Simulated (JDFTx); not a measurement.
**BeS under changes of volume**

One of the cells (14.261 Å³/atom); the others are scaled copies at fixed shape and fractional positions:

```
S Be
1.0
     0.00000    2.42500    2.42500
     2.42500    0.00000    2.42500
     2.42500    2.42500    0.00000
S Be
1 1
Cartesian
  3.6375 3.6375 3.6375
  0.0000 0.0000 0.0000
```

```yaml
Program: JDFTx 1.7.0 (patched build)
Functional: PBEsol
Potentials_or_basis: PseudoDojo-SR-PBEsol-0.4.1-standard with smoothed tails
Cutoff: 1197 eV
Density_cutoff: 9578 eV
k_mesh: 9 × 9 × 9
Occupations: fermi-dirac, width 0.05 eV
Spin: no spin polarisation
```

```csv
volume (Å³/atom),energy over the lowest point (meV/atom),pressure (GPa),gap on the mesh (eV)
13.405,?,?,?
13.690,5.08,3.6,2.94
13.975,0.68,1.4,2.98
14.261,0.00,-0.6,3.03
14.546,2.71,-2.4,3.07
14.831,8.48,-4.1,3.11
15.116,17.06,-5.6,3.14
```

Task: What does the run at 13.405 Å³/atom give?

Result: Energy over the lowest point 13.58 meV/atom; pressure 6.0 GPa; gap on the mesh 2.89 eV.

Worked out: A Birch-Murnaghan fit of order 3 (a polynomial in V^(-2/3)) to the other rows has its minimum at 14.17 Å³/atom with B0 = V·E''(V) = 97 GPa and B' = 3.7. It gives 13.56 meV/atom at 13.405 Å³/atom, against the run's 13.58, and -dE/dV = 6.0 GPa, against 6.0. A straight line through the other rows of the gap, of slope 2.06 eV per unit of ln V, extrapolates to 2.90 eV, against the run's 2.89.

Energies are extrapolated to zero smearing.

Caveats: an odd mesh through Γ misses points on the zone boundary, where band edges often lie.
